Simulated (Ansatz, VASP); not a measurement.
# Te: VASP beside Ansatz

File INCAR:

```
PREC = Accurate ; ENCUT = 600
EDIFF = 1E-6 ; ISMEAR = -1
SIGMA = 0.05 ; LREAL = F
LASPH = T ; NELM = 60
ALGO = Normal ; ISIF = 3
LWAVE = F ; LCHARG = F
GGA = PE ; IBRION = 2
NSW = 100 ; EDIFFG = -0.005
```

The input KPOINTS:

```
Automatic mesh
0
Gamma
  14 14 14
```

The input POSCAR:

```
Te
1.0
   -1.6523563798      1.6523563798      1.6523563798
    1.6523563798     -1.6523563798      1.6523563798
    1.6523563798      1.6523563798     -1.6523563798
Te
1
Direct
    0.0000000000      0.0000000000      0.0000000000
```

Input for Ansatz:

```yaml
crystal:
  lattice:
    - [-1.6523563798, 1.6523563798, 1.6523563798]
    - [1.6523563798, -1.6523563798, 1.6523563798]
    - [1.6523563798, 1.6523563798, -1.6523563798]
  atoms:
    - { symbol: Te, position: [0.0, 0.0, 0.0] }
kpoints:
  mp_grid: { grid: [14, 14, 14] }
scf:
  occupations: { method: fermi_dirac, width: 0.05 }
hamiltonian:
  xc: pbe
  pseudopotentials: { kind: paw }
output:
  forces: true
  stress: true
relax:
  f_tol: 0.005
  max_steps: 80
  cell: {}
```

Alike in both runs: task relaxation of cell and atoms; functional PBE; k mesh 14 × 14 × 14; occupations fermi-dirac, width 0.05 eV; no spin polarisation.

|  | VASP | Ansatz |
| --- | --- | --- |
| version | VASP 6.6.1 | Ansatz 0.2.0 |
| potentials or method | VASP PAW PBE potentials, release 64 (Te) | PAW with Ansatz's default frozen-core files, scalar-relativistic |
| plane-wave cutoff (eV) | 600 | 420 |
| valence electrons in the cell | 6 | 16 |

Ansatz gave:

| Item | Value |
| --- | --- |
| relaxed volume (Å³/atom) | 28.59 |
| relaxed cell length with the largest relative difference (Å) | 3.336 |
| energy change over the relaxation (meV/atom) | -1565 |

What did VASP give for the same quantities?

Relaxed volume (Å³/atom): 28.56; relaxed cell length with the largest relative difference (Å): 3.335; energy change over the relaxation (meV/atom): -1561.

The two sets of potentials don't hold the same shells in valence.

Caveats: the volume moved by over 15 % at a fixed basis, so the end points are rough (VASP). Spin-orbit coupling is left out, which matters for the levels of Te.
